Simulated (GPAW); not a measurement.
# Si2W (I4/mmm) in GPAW: single point with r2SCAN+U

Aim: the single point of Si2W with r2SCAN+U.

Everything below comes from runs of GPAW 26.7.0. Logs are shortened: lines on timing, memory, paths and dates and some standing lists are left out, and cuts for length are marked. The log counts tension as positive stress, the text compression.

**1. Starting point**

Symmetry: I4/mmm, No. 139, tetragonal system. The conventional cell has a = 3.214 Å, b = 3.214 Å, c = 7.830 Å, α = 90.00°, β = 90.00°, γ = 90.00°. W (site symmetry 4/mmm) is surrounded by 10 Si at 2.62 Å. Si (site symmetry 4mm) is surrounded by 5 Si at 2.59 to 2.63 Å and 5 W at 2.62 Å.

**2. Single point, r2SCAN+U**

Contents of run.py:

```python
from ase.dft.bandgap import bandgap
from ase.io import read, write
from ase.units import GPa
from gpaw import GPAW, PW

atoms = read('POSCAR')

calc = GPAW(mode=PW(450),
            xc='MGGA_X_R2SCAN+MGGA_C_R2SCAN',
            kpts={'size': (9, 9, 9), 'gamma': True},
            occupations={'name': 'fermi-dirac', 'width': 0.05},
            setups={'W': ':d,6.2'},
            nbands=23,
            maxiter=120,
            txt='gpaw.txt')
atoms.calc = calc
energy = atoms.get_potential_energy()
forces = atoms.get_forces()
stress = atoms.get_stress()
calc.write('gs.gpw')
write('result.traj', atoms)
print(f'Energy: {energy:.6f} eV')
print('Forces (eV/A):')
print(forces.round(4))
print('Stress (GPa):', (stress / GPa).round(3))
print('Fermi level:', round(calc.get_fermi_level(), 4), 'eV')
print(f'Gap: {bandgap(calc)[0]:.4f} eV, direct: {bandgap(calc, direct=True)[0]:.4f} eV')
```

Contents of POSCAR:

```
Si2W
1.0
   -1.6069000000      1.6069000000      3.9149500000
    1.6069000000     -1.6069000000      3.9149500000
    1.6069000000      1.6069000000     -3.9149500000
W Si
1 2
Direct
    0.0000000000      0.0000000000      0.0000000000
    0.6653000000      0.6653000000      0.0000000000
    0.3347000000      0.3347000000      0.0000000000
```

Potentials or basis: GPAW PAW data sets (gpaw-data 1.2.1), pw.

Launch:

```
OMP_NUM_THREADS=1 python run.py
```

gpaw.txt:

```text
__  _  _
 | _ |_)|_||  |
 |__||  | ||/\| - 26.7.0

Input parameters:
  mode=PW(ecut=450.00000000000006),
  kpts=MonkhorstPack(size=(9, 9, 9), gamma=True),
  maxiter=120,
  nbands=23,
  occupations=Occupations(name='fermi-dirac', width=0.05),
  setups={'W': ':d,6.2'},
  xc=XC(name='MGGA_X_R2SCAN+MGGA_C_R2SCAN')

Diagonalizing LCAO Hamiltonian
Converting LCAO to pw mode

       Si

       Si

       W

Atoms  # Å, Bohr magnetons
|   | symbol |         x |         y |        z |    initial magnetic moments |
|---|--------|-----------|-----------|----------|-----------------------------|
| 0 |      W |  0.000000 |  0.000000 | 0.000000 | ( 0.0000,  0.0000,  0.0000) |
| 1 |     Si | -0.000000 |  0.000000 | 5.209232 | ( 0.0000,  0.0000,  0.0000) |
| 2 |     Si |  0.000000 | -0.000000 | 2.620668 | ( 0.0000,  0.0000,  0.0000) |

Unit cell  # Å
| periodic |         x |         y |         z |  lengths |     angles |
|----------|-----------|-----------|-----------|----------|------------|
|      yes | -1.606900 |  1.606900 |  3.914950 | 4.526708 | 138.415317 |
|      yes |  1.606900 | -1.606900 |  3.914950 | 4.526708 | 138.415317 |
|      yes |  1.606900 |  1.606900 | -3.914950 | 4.526708 |  60.267513 |

Number of symmetries: 16
Symmetry operations  # r_c * U_cc + t_c -> r_c
|    | kind |            matrix            |
|----|------|------------------------------|
|  0 |  σ   |  1, 1, 1,  0, 0,-1,  0,-1, 0 |
|  1 |  C4  |  1, 1, 1,  0, 0,-1, -1, 0, 0 |
|  2 |  E   |  1, 0, 0,  0, 1, 0,  0, 0, 1 |
|  3 |  σ   |  1, 0, 0,  0, 1, 0, -1,-1,-1 |
|  4 |  σ   |  0, 1, 0,  1, 0, 0,  0, 0, 1 |
|  5 |  C2  |  0, 1, 0,  1, 0, 0, -1,-1,-1 |
|  6 |  C2  |  0, 0, 1, -1,-1,-1,  1, 0, 0 |
|  7 |  S4  |  0, 0, 1, -1,-1,-1,  0, 1, 0 |
|  8 |  C4  |  0, 0,-1,  1, 1, 1,  0,-1, 0 |
|  9 |  σ   |  0, 0,-1,  1, 1, 1, -1, 0, 0 |
| 10 |  σ   |  0,-1, 0, -1, 0, 0,  1, 1, 1 |
| 11 |  C2  |  0,-1, 0, -1, 0, 0,  0, 0,-1 |
| 12 |  C2  | -1, 0, 0,  0,-1, 0,  1, 1, 1 |
| 13 |  i   | -1, 0, 0,  0,-1, 0,  0, 0,-1 |
| 14 |  S4  | -1,-1,-1,  0, 0, 1,  1, 0, 0 |
| 15 |  C2  | -1,-1,-1,  0, 0, 1,  0, 1, 0 |

BZ-sampling:
  Number of BZ points: 729
  Number of IBZ points: 75

  Monkhorst-Pack size: [9, 9, 9]
  Monkhorst-Pack shift: [0, 0, 0]

K-points  # in reciprocal-cell coordinates
|     |                                coordinates |     weight |
|-----|--------------------------------------------|------------|
|   0 | (  0.00000000,   0.00000000,   0.00000000) | 0.00137174 |
|   1 | (  0.11111111,  -0.11111111,   0.00000000) | 0.00548697 |
|   2 | (  0.11111111,  -0.11111111,   0.11111111) | 0.00548697 |
|   3 | (  0.11111111,   0.00000000,   0.00000000) | 0.01097394 |
|   4 | (  0.11111111,   0.11111111,  -0.11111111) | 0.00274348 |
|   5 | (  0.22222222,  -0.22222222,   0.00000000) | 0.00548697 |
|   6 | (  0.22222222,  -0.22222222,   0.11111111) | 0.01097394 |
|   7 | (  0.22222222,  -0.22222222,   0.22222222) | 0.00548697 |
|   8 | (  0.22222222,  -0.11111111,   0.00000000) | 0.02194787 |
|   9 | (  0.22222222,  -0.11111111,   0.11111111) | 0.01097394 |
| ... |                                            |            |
|  74 | (  0.44444444,   0.44444444,   0.44444444) | 0.01097394 |

Plane wave coefficients: 898
Cutoff: 450.00000000000006 eV

Spin-components: 1 (collinear spins)
Bands:           23
Projectors:      16
Spin-degeneracy: 2
Datatype:        complex128

Parallelization:
  kpt:    1
  domain: 1
  band:   1

Density:
  Valence electrons: 22.0
  Components: 1
  Grid points: [24 24 24]
  Charge: 0.0  # |e|

Potential:
  Grid points: [24 24 24]

species:
  W:
    name:    Tungsten
    Z:       74.0
    valence: 14
    core:    60
    charge:  0.0  # [|e|]
    Hubbard: {U: 6.2,  # eV
              l: 2,
              scale: True}
    compensation charges:
      type: gauss
      rc: 0.40  # [Å]
      lmax: 2
    cutoffs:
      filter: 2.36  # [Å]
      core: 3.02  # [Å]
    projectors
    | kind |    occ | energy [eV] | rcut [Å] |
    |------|--------|-------------|----------|
    |   5s |  2.000 |     -78.830 |    1.344 |
    |   6s |  2.000 |      -5.697 |    1.344 |
    |   5p |  6.000 |     -43.233 |    1.355 |
    |   6p |  0.000 |      -1.367 |    1.355 |
    |   5d |  4.000 |      -4.494 |    1.228 |
    |    d |        |      22.717 |    1.228 |

    Using partial waves for W as LCAO basis

  Si:
    name:    Silicon
    Z:       14.0
    valence: 4
    core:    10
    charge:  0.0  # [|e|]
    compensation charges:
      type: gauss
      rc: 0.33  # [Å]
      lmax: 2
    cutoffs:
      filter: 1.86  # [Å]
      core: 2.06  # [Å]
    projectors
    | kind |    occ | energy [eV] | rcut [Å] |
    |------|--------|-------------|----------|
    |   3s |  2.000 |     -10.812 |    1.058 |
    |   3p |  2.000 |      -4.081 |    1.058 |
    |    s |        |      16.399 |    1.058 |
    |    p |        |      23.130 |    1.058 |
    |    d |        |       0.000 |    1.058 |

    Using partial waves for Si as LCAO basis

Reference energy: -454544.360156  # eV

eigensolver:
  PPCG
  Converge bands: occupied
  niter=2

density mixing:
  MSR1-Mixer
  Pratt-step length: 0.05
  Maximum mixing coefficient: 0.75
  Old densities: 10
  SVD Regularization: 0.005
  Good broyden scale: 1.0
  Trust region scale: 1.0
  Backstep threshold: 4.0
  History deletion threshold: 6.0
  Fourier metric: weight=20.0, sigma=0.015

occupation numbers:
  Fermi-Dirac:
    width: 0.0500  # eV

poisson solver:
  ecut: 3600.0000000000005  # eV

xc functional:
  name: MGGA_X_R2SCAN+MGGA_C_R2SCAN with 2 nearest neighbor stencil

convergence criteria:
- Maximum [total energy] change in last 3 cyles: 0.0005 eV / valence electron
- Maximum integral of absolute [dens]ity change: 0.0001 electrons / valence electron
- Maximum integral of absolute [eigenst]ate change: 4e-08 eV^2 / valence electron
maximum number of iterations: 120

SCF iterations
|iter     | |      energy | eigst |  dens |
|---------|-|-------------|-------|-------|
|iter:   1| |  -38.924345 | +0.26 |       |
|iter:   2| |  -35.800119 | -1.71 | -1.15 |
|iter:   3| |  -36.001927 | -2.10 | -1.17 |
|iter:   4| |  -36.185108 | -2.26 | -1.55 |
|iter:   5| |  -36.251440 | -3.11 | -2.04 |
|iter:   6| |  -36.263266 | -3.81 | -2.34 |
|iter:   7| |  -36.268677 | -4.06 | -2.53 |
|iter:   8| |  -36.270106c| -4.41 | -3.02 |
|iter:   9| |  -36.270226c| -5.96 | -3.49 |
|iter:  10| |  -36.270284c| -5.99 | -3.73 |
|iter:  11| |  -36.270293c| -6.93 | -4.11c|
|iter:  12| |  -36.270297c| -7.59c| -4.43c|

Converged in 12 steps
Energy contributions relative to reference atoms: (reference = -454544.360156)

Energy contributions:
  Kinetic:          23.996703
  Coulomb:         -19.338472
  Zero:             -0.109137
  External:          0.000000
  Xc:              -40.819007
  Entropy:          -0.000768
  Spinorbit:         0.000000
  ----------------------------
  Free energy:     -36.270681
  Extrapolated:    -36.270297

dipole moment: (-12.899208, -12.899208, 2.424722)  # |e|*Ang

Fermi level: 12.569
Eigenvalues  # (at kpt = [0.000, 0.000, 0.000])
| band index |      eig [eV] | occ [0-2] |
|------------|---------------|-----------|
|          0 |       -62.898 |     2.000 |
|        ... |               |           |
|          3 |       -26.733 |     2.000 |
|          4 |        -2.185 |     2.000 |
|          5 |         5.777 |     2.000 |
|          6 |         8.778 |     2.000 |
|          7 |         9.399 |     2.000 |
|          8 |         9.399 |     2.000 |
[... 8 lines left out ...]
|         17 |        18.731 |     0.000 |
|         18 |        22.178 |     0.000 |
|        ... |               |           |
|         22 |        28.484 |     0.000 |

No gap
No difference between direct/indirect transitions

Forces  # eV/Ang
|        x |        y |        z |
|----------|----------|----------|
| -0.00000 | -0.00000 |  0.00000 |  # W    0
|  0.00000 |  0.00000 | -0.53727 |  # Si   1
|  0.00000 |  0.00000 |  0.53727 |  # Si   2

Stress tensor  # eV/Ang^3
|         x |         y |         z |
|-----------|-----------|-----------|
| -0.022356 |  0.000000 |  0.000000 |
|  0.000000 | -0.022356 | -0.000000 |
|  0.000000 | -0.000000 | -0.016635 |

# Writing to gs.gpw (mode='')
```

Run time: 3.6 min. Hardware: 1 thread of Arm Neoverse V1, shared host; peak memory 0.31 GiB.

What came out:

```yaml
Free_energy: -36.2707 eV
Pressure: 3.3 GPa
Largest_force: 0.537 eV/Å
Band_gap_on_the_k_mesh: none (metal or under the smearing width)
```

Forces in eV/Å, atoms in the order of the input:
```
W    0.000  0.000  0.000
Si   0.000  0.000 -0.537
Si   0.000  0.000  0.537
```

Caveat: the cutoff is short for stress and forces, so pressures can be off by a GPa or more; the PAW data sets were made with another functional, which shifts forces and pressure a little; U without spin polarisation on a metal has little footing; the U is typed as a test and isn't derived for this compound.
